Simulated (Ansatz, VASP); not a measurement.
## InSb3 in VASP and in Ansatz

```
CELL_PARAMETERS angstrom
0.00000 3.79455 3.79455
3.79455 0.00000 3.79455
3.79455 3.79455 0.00000
ATOMIC_POSITIONS crystal
In 0.00000 0.00000 0.00000
Sb 0.25000 0.25000 0.25000
Sb 0.75000 0.75000 0.75000
Sb 0.50000 0.50000 0.50000
```

The cell comes from a database or a generator and needn't be the stable form of this composition.

Alike in both runs: task relaxation of cell and atoms; functional PBE; dispersion D3(BJ); k mesh 10 × 10 × 10; occupations gaussian, width 0.1 eV; no spin polarisation.

```csv
,VASP,Ansatz
version,VASP 6.6.1,Ansatz 0.2.0
potentials or method,"VASP PAW PBE potentials, release 64 (In_d, Sb)","scalar-relativistic, plane waves, PAW"
plane-wave cutoff (eV),600,420
valence electrons in the cell,28,58
```

Ansatz gave:

```
gap on the k mesh at the Fermi level, each at its own relaxed structure (eV) : none
relaxed volume (Å³/atom)                                                     : 25.90
relaxed cell length with the largest relative difference (Å)                 : 5.272
energy change over the relaxation (meV/atom)                                 : -13
```

Estimate VASP's values.

gap on the k mesh at the Fermi level, each at its own relaxed structure (eV): none; relaxed volume (Å³/atom): 25.87; relaxed cell length with the largest relative difference (Å): 5.270; energy change over the relaxation (meV/atom): -14.

A gap of «none» marks a metal or a gap that the smearing closes. The two sets of potentials don't hold the same shells in valence.

Caveats: the bands computed are all filled at some k points, so no gap is given. The runs have no spin-orbit coupling, so splittings on Sb are missing.
